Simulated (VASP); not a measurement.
A run of VASP 6.6.1 is set up as follows.

Contents of INCAR:

```
PREC = Accurate
ENCUT = 350
EDIFF = 1E-5
ISMEAR = 0
SIGMA = 0.03
LREAL = Auto
LASPH = T
NELM = 120
ALGO = Normal
ISIF = 2
LWAVE = F
LCHARG = F
ISPIN = 2
MAGMOM = 4 0 0 0 0 0 0 0 0 0 0 0 0 0 0 0 0 0 0 0 0 0 0 0
LORBIT = 11
NUPDOWN = 4
LMAXMIX = 4
LDAU = T
LDAUTYPE = 2
LDAUL = 2 -1
LDAUU = 4 0
LDAUJ = 0 0
LDAUPRINT = 1
GGA = PS
KPAR = 4
```

File KPOINTS:

```
Automatic mesh
0
Gamma
  2 3 3
```

File POSCAR:

```
FeSi23
1.0
    0.0000000000      8.1555000000      8.1555000000
    5.4370000000      0.0000000000      5.4370000000
    5.4370000000      5.4370000000      0.0000000000
Fe Si
1 23
Direct
    0.0000000000      0.0000000000      0.0000000000
    0.0000000000      0.0000000000      0.5000000000
    0.0000000000      0.5000000000      0.0000000000
    0.0000000000      0.5000000000      0.5000000000
    0.3333330000      0.0000000000      0.0000000000
    0.3333330000      0.0000000000      0.5000000000
    0.3333330000      0.5000000000      0.0000000000
    0.3333330000      0.5000000000      0.5000000000
    0.6666670000      0.0000000000      0.0000000000
    0.6666670000      0.0000000000      0.5000000000
    0.6666670000      0.5000000000      0.0000000000
    0.6666670000      0.5000000000      0.5000000000
    0.0833333333      0.1250000000      0.1250000000
    0.0833333333      0.1250000000      0.6250000000
    0.0833333333      0.6250000000      0.1250000000
    0.0833333333      0.6250000000      0.6250000000
    0.4166663333      0.1250000000      0.1250000000
    0.4166663333      0.1250000000      0.6250000000
    0.4166663333      0.6250000000      0.1250000000
    0.4166663333      0.6250000000      0.6250000000
    0.7500003333      0.1250000000      0.1250000000
    0.7500003333      0.1250000000      0.6250000000
    0.7500003333      0.6250000000      0.1250000000
    0.7500003333      0.6250000000      0.6250000000
```

Potentials or basis: VASP PAW PBE potentials, release 64 (Fe, Si).

Launch:

```bash
$ cat potpaw_PBE.64/Fe/POTCAR potpaw_PBE.64/Si/POTCAR > POTCAR
$ mpirun -np 4 vasp_std > vasp.out
```

Question: Predict the largest force.

Answer: 0.296 eV/Å.

Question: Predict the pressure.

Answer: 0.1 GPa.

Eigenvalues of the final occupation matrices:
| site | spin | trace | eigenvalues |
| --- | --- | --- | --- |
| site 1 d | 1 | 4.63 | 0.92 0.92 0.93 0.93 0.93 |
| site 1 d | 2 | 1.54 | 0.02 0.02 0.45 0.48 0.57 |

Caveat: the PAW data sets were made with another functional, which shifts forces and pressure a little; the total moment is fixed, so each spin has its own Fermi level; the U is typed as a test and isn't derived for this compound. The state reached can hang on the start; a lower one may exist.
